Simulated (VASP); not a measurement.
Here is a VASP 6.6.1 calculation.

File INCAR:

```
SYSTEM = HfS2
  PREC = Accurate
  ENCUT = 300
  EDIFF = 1E-7
  ISMEAR = 0
  SIGMA = 0.03
  LREAL = .False.
  LASPH = .True.
  NELM = 80
  ALGO = Normal
  ISIF = 3
  LWAVE = .False.
  LCHARG = .False.
  GGA = PE
  IBRION = 2
  NSW = 90
  EDIFFG = -0.005
```

KPOINTS

```
regular mesh
0
Gamma
  5 5 3
  0 0 0
```

The input POSCAR:

```
HfS2                                    
1.0
    3.6408264889     -0.0000000000      0.0000000000
   -1.8204132444      3.1530482301     -0.0000000000
   -0.0000000000      0.0000000000      6.3144662982
  Hf              S             
     1     2
Direct
     1.0000000000000000    0.0000000000000000    0.0000000000000000
     0.6666666699999979    0.3333333300000021    0.7718912346394936
     0.3333333300000021    0.6666666699999979    0.2281087653605064
```

Potentials or basis: VASP PAW PBE potentials, release 64 (Hf, S).

Command:

```console
$ cat potpaw_PBE.64/Hf/POTCAR potpaw_PBE.64/S/POTCAR > POTCAR
$ mpirun -np 1 vasp_std > vasp.out
```

Q: What does it give for the relaxed volume?

A: 24.43 Å³/atom.

Q: What does it give for the relaxed cell?

A: a = 3.641 Å, b = 3.641 Å, c = 6.386 Å, α = 90.00°, β = 90.00°, γ = 120.00°.

Q: Estimate the band gap on the k mesh.

A: 1.27 eV, indirect (least direct gap 2.03 eV).

Forces on the atoms (eV/Å):
```
Hf   0.000  0.000  0.000
S    0.000  0.000 -0.004
S    0.000  0.000  0.004
```

Caveat: the cutoff is under 1.25 times the usual one of these potentials, so pressure, stress and relaxed cells hold a basis-set (Pulay) error; spin-orbit coupling is left out, which moves the levels of the heavy elements; an odd mesh through Γ misses points on the zone boundary, where band edges often lie; this functional lacks dispersion, which binds the layers, so the pressure and a relaxed spacing across them are unreliable.
